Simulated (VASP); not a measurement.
A calculation with VASP 6.6.1 of Mn2Sb (native input, structure from a POSCAR):

File INCAR:

```
SYSTEM = Mn2Sb
PREC = Accurate
ENCUT = 520
EDIFF = 1E-6
ISMEAR = 0
SIGMA = 0.02
LREAL = .False.
LASPH = .True.
NELM = 150
ALGO = Normal
ISIF = 2
LWAVE = .False.
LCHARG = .False.
ISPIN = 2
MAGMOM = 0 0 4 4 4 4
LORBIT = 11
LMAXMIX = 4
GGA = PS
```

File KPOINTS:

```
Automatic mesh
0
Gamma
  7 7 4
  0 0 0
```

POSCAR

```
Mn2Sb
1.0
    4.0780000000      0.0000000000      0.0000000000
    0.0000000000      4.0780000000      0.0000000000
    0.0000000000      0.0000000000      6.5570000000
Sb Mn
2 4
Cartesian
    0.0000000000      2.0390000000      1.8313701000
    2.0390000000      0.0000000000      4.7256299000
    0.0000000000      2.0390000000      4.6574371000
    2.0390000000      0.0000000000      1.8995629000
    2.0390000000      2.0390000000      0.0000000000
    0.0000000000      0.0000000000      0.0000000000
```

Potentials or basis: VASP PAW PBE potentials, release 64 (Sb, Mn_pv).

Command:

```sh
$ cat potpaw_PBE.64/Sb/POTCAR potpaw_PBE.64/Mn_pv/POTCAR > POTCAR
$ mpirun -np 1 vasp_std > vasp.out
```

Task: Write the same calculation in another form: ASE script, Cartesian positions.

Result: As run:

File run.py:

```python
from ase.calculators.vasp import Vasp
from ase.dft.bandgap import bandgap
from ase.io import read

atoms = read('Mn2Sb.xyz')
atoms.set_initial_magnetic_moments([0.0, 0.0, 4.0, 4.0, 4.0, 4.0])
calc = Vasp(
    directory='calc',
    xc='pbesol',
    pp='PBE',
    setups='materialsproject',
    prec='Accurate',
    encut=520,
    ediff=1e-06,
    ismear=0,
    sigma=0.02,
    lreal=False,
    lasph=True,
    nelm=120,
    algo='Normal',
    isif=2,
    lwave=False,
    lcharg=False,
    ispin=2,
    lorbit=11,
    lmaxmix=4,
    kpts=[7, 7, 4],
    gamma=True,
    nbands=44,
)
atoms.calc = calc

print('energy (eV):', atoms.get_potential_energy())
print('free energy (eV):', atoms.get_potential_energy(force_consistent=True))
print('forces (eV/A):')
print(atoms.get_forces())
print('stress (eV/A^3, Voigt):', atoms.get_stress())
print('Fermi level (eV):', calc.get_fermi_level())
print('moment (muB):', atoms.get_magnetic_moment())
print('site moments (muB):', atoms.get_magnetic_moments())
gap, top, bottom = bandgap(calc)
print('band gap (eV):', gap, 'from (spin, k, band)', top, 'to', bottom)
```

File Mn2Sb.xyz:

```xyz
6
Lattice="4.0780000000 0.0000000000 0.0000000000 0.0000000000 4.0780000000 0.0000000000 0.0000000000 0.0000000000 6.5570000000" Properties=species:S:1:pos:R:3 pbc="T T T"
Sb     0.0000000000      2.0390000000      1.8313701000
Sb     2.0390000000      0.0000000000      4.7256299000
Mn     0.0000000000      2.0390000000      4.6574371000
Mn     2.0390000000      0.0000000000      1.8995629000
Mn     2.0390000000      2.0390000000      0.0000000000
Mn     0.0000000000      0.0000000000      0.0000000000
```

Potentials or basis: VASP PAW PBE potentials, release 64 (Sb, Mn_pv).

Command:

```console
$ python run.py
```

Both were run:

|  | native input, structure from a POSCAR | ASE script, Cartesian positions |
| --- | --- | --- |
| Pressure | -8.2 GPa | -8.2 GPa |
| Largest force | 0.083 eV/Å | 0.083 eV/Å |
| Band gap on the k mesh | none (metal or under the smearing width) | none (metal or under the smearing width) |
| Net moment | 12.98 μB per cell | 12.98 μB per cell |
| Site moments | Sb -0.10; Mn +3.60, +2.79 μB | Sb -0.10; Mn +3.60, +2.79 μB |
| Valence electrons inside the program's atomic spheres | Sb 2.47; Mn 11.50, 11.63 | Sb 2.47; Mn 11.50, 11.63 |

Keys that steer only the numerical path or the files written may differ.

Caveat: the PAW data sets were made with another functional, which shifts forces and pressure a little; only a ferromagnetic start was run, and an antiferromagnetic order may lie lower in energy.
